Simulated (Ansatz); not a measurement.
# Lattice vibrations of AlNi at Γ

Method: Ansatz, DFT PBE, scalar-relativistic, plane waves, PAW. Cutoff 420 eV, 20×20×20 k-points (Γ-centred), Fermi-Dirac smearing of 0.15 eV. No spin polarisation. Phonons by linear response, acoustic sum rule imposed.

Relaxed structure:
```
Al Ni
1.0
     2.89424    0.00000    0.00000
     0.00000    2.89424    0.00000
     0.00000    0.00000    2.89414
Al Ni
1 1
Direct
  0.00000 0.00000 0.00000
  0.50000 0.50000 0.50000
```

It was relaxed at this level from a Materials Project cell. In a metal, frequencies depend on the k mesh and the smearing, soft modes most.

Optical modes at Γ:
| frequency (THz) | degeneracy |
| --- | --- |
| 8.65 | 3 |

All 3 optical modes at Γ are real: no displacement of atoms at fixed cell lowers the energy to second order. Strains and modes at other wave vectors aren't tested by this run.
